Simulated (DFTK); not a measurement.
Runs of DFTK 0.8.2 on Pb. The structure is cubic, space group Fm-3m (No. 225). Conventional cell: a = 4.950 Å, b = 4.950 Å, c = 4.950 Å, α = 90.00°, β = 90.00°, γ = 90.00°. Pb (site symmetry m-3m) is surrounded by 12 Pb at 3.50 Å. 

```csv
task,level,potentials or basis,k mesh,cutoff (eV),valence electrons,SCF solver,gap on the mesh (eV),pressure (GPa)
band structure,TASK,"cp2k.nc.sr.pbe.v0_1.semicore.gth (PBE, GTH)",7 × 7 × 7,1306,Pb 14,ScfAndersonSolver,none,-
band structure,r2SCAN,"cp2k.nc.sr.pbe.v0_1.largecore.gth (PBE, GTH, large core)",9 × 9 × 9,707,Pb 4,ScfAndersonSolver,none,2.0
band structure,PBE,"cp2k.nc.sr.pbe.v0_1.largecore.gth (PBE, GTH, large core)",9 × 9 × 9,544,Pb 4,-,none,1.7
band structure,LDA,"cp2k.nc.sr.lda.v0_1.largecore.gth (LDA, GTH)",9 × 9 × 9,544,Pb 4,-,none,(a)
```

Alike in all rows: no spin polarisation; cell as given; smearing fermi-dirac 0.05 eV.

Fill in the values left out.

(a) -3.2.

Caveats: spin-orbit coupling is left out, which moves the levels of the heavy elements; GTH potentials come without recommended cutoffs, and this one wasn't checked for convergence (some runs); the potentials were made for another functional, which shifts forces and pressure (some runs); this set keeps more shells in the core, which shifts pressures and gaps (some runs).

A k mesh can miss the band edges, and the runs leave out spin-orbit coupling on Pb.

A gap of «none» marks a metal or a gap under the smearing width.
